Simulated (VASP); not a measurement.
Wanted: the native input for a VASP 6.6.1 run.

```yaml
Task: single point
Functional: PBEsol
Potentials_or_basis: VASP PAW PBE potentials, release 64 (Hf_pv)
Cutoff: 700 eV
k_mesh: 12 × 12 × 14
Occupations: gaussian, width 0.1 eV
Spin: no spin polarisation
Further_INCAR_settings: ALGO = Fast; EDIFF = 1e-06
```

The structure of Hf lies in POSCAR:

```
Hf
1.0
    4.9124200000      0.0000000000      0.0000000000
   -2.4562100000      4.2542800000      0.0000000000
    0.0000000000      0.0000000000      3.0596800000
Hf
3
Direct
    0.6666700000      0.3333300000      0.5000000000
    0.3333300000      0.6666700000      0.5000000000
    0.0000000000      0.0000000000      0.0000000000
```

This isn't the form of Hf at room conditions, which is hcp.

One way to write it, as run:

INCAR

```
SYSTEM = Hf
  PREC = Accurate
  ENCUT = 700
  EDIFF = 1E-6
  ISMEAR = 0
  SIGMA = 0.1
  LREAL = .FALSE.
  LASPH = .TRUE.
  NELM = 60
  ALGO = Fast
  ISIF = 2
  LWAVE = .FALSE.
  LCHARG = .FALSE.
  GGA = PS
```

KPOINTS

```
Automatic mesh
0
G
  12 12 14
  0 0 0
```

Potentials or basis: VASP PAW PBE potentials, release 64 (Hf_pv).

The run is started by

```console
$ cat potpaw_PBE.64/Hf_pv/POTCAR > POTCAR
$ mpirun -np 1 vasp_std > vasp.out
```

It gave:

```json
{"Pressure": "0.0 GPa", "Band gap on the k mesh": "none (metal or under the smearing width)"}
```

Caveat: the PAW data sets were made with another functional, which shifts forces and pressure a little.

Run time: 8 min on 1 thread of AMD EPYC 9R45 (Zen 5), on a shared host, peak memory 0.59 GiB.
